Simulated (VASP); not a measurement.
From an Ansatz input to VASP: MgI₂ (distorted 1T (CdI2) bulk)

Ansatz input

```yaml
crystal:
  lattice:
    - [4.1118, 0.1289, 0.0339]
    - [-1.9443, 3.5281, -0.0193]
    - [0.056, -0.0044, 6.7983]
  atoms:
    - { symbol: Mg, position: [0.0354, 0.0094, 0.0224] }
    - { symbol: I, position: [0.3677, 0.7037, 0.2427] }
    - { symbol: I, position: [0.6735, 0.34, 0.7598] }
kpoints:
  mp_grid: { grid: [6, 6, 4] }
hamiltonian:
  xc: pbesol
scf:
  occupations: { method: fermi_dirac, width: 0.02 }
  n_extra_bands: 4
output:
  forces: true
  stress: true
  eigenvalues: true
```

Translate this input to VASP.



INCAR

```
NBANDS = 15
LWAVE = .FALSE.
IBRION = -1
SIGMA = 0.02
LREAL = .FALSE.
ISIF = 2
LCHARG = .TRUE.
EDIFF = 1E-7
NSW = 0
ISMEAR = -1
PREC = Accurate
NELM = 120
LASPH = .TRUE.
GGA = PS
LELF = .TRUE.
ENCUT = 520
```

KPOINTS

```
KPOINTS created by Atomic Simulation Environment
0
Gamma
6 6 4
0 0 0
```

POSCAR

```
Mg I
 1.0000000000000000
     4.1117999999999997    0.1289000000000000    0.0339000000000000
    -1.9442999999999999    3.5280999999999998   -0.0193000000000000
     0.0560000000000000   -0.0044000000000000    6.7983000000000002
 Mg  I
   1   2
Cartesian
  0.1285357000000000  0.0376286400000000  0.1533005600000000
  0.1572961500000000  2.5290526199999999  1.6488310300000000
  2.1507841000000001  1.2830250299999999  5.1816179900000003
```

VASP ran with the recommended PBE PAW datasets (16 valence electrons in the cell). Other inputs would serve too.

```json
{"": "gap between bands v and c on the k mesh", "Ansatz": "2.94 eV", "VASP": "2.92 eV"}
{"": "least direct gap on the k mesh", "Ansatz": "3.24 eV", "VASP": "3.23 eV"}
{"": "pressure", "Ansatz": "1.0 GPa", "VASP": "1.0 GPa"}
{"": "largest force", "Ansatz": "1.01 eV/Å", "VASP": "1.01 eV/Å"}
```

The two codes use different PAW datasets and cutoffs. VASP's cell holds 16 valence electrons and Ansatz's 44. Ansatz's stress includes a Pulay correction; VASP's doesn't.
